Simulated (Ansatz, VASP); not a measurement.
**Si2Mo: VASP beside Ansatz**

```
Mo Si
1.0
    -1.62106    1.62106    3.98222
     1.62106   -1.62106    3.98222
     1.62106    1.62106   -3.98222
Mo Si
1 2
Direct
  0.00000 0.00000 0.00000
  0.66700 0.66700 0.00000
  0.33300 0.33300 0.00000
```

Change from the starting cell: volume scaled by 1.04.

Alike in both runs: task single point; functional PBE; k mesh 12 × 12 × 12; occupations fermi-dirac, width 0.05 eV; no spin polarisation.

|  | VASP | Ansatz |
| --- | --- | --- |
| version | VASP 6.6.1 | Ansatz 0.2.0 |
| potentials or method | VASP PAW PBE potentials, release 64 (Mo_sv, Si) | Ansatz PAW |
| plane-wave cutoff (eV) | 520 | 420 |
| valence electrons in the cell | 22 | 22 |

VASP gave:

| Property | Result |
| --- | --- |
| gap on the k mesh at the Fermi level (eV) | none |
| pressure (GPa) | -5.5 |
| largest component of the traceless stress (GPa) | 1.42 |
| rms of the force components (eV/Å) | 0.157 |

Q: Estimate Ansatz's values.

A: gap on the k mesh at the Fermi level (eV): none; pressure (GPa): -5.6; largest component of the traceless stress (GPa): 1.42; rms of the force components (eV/Å): 0.159.

Atom by atom the forces differ by 0.002 eV/Å (rms over components). A gap of «none» marks a metal or a gap that the smearing closes.
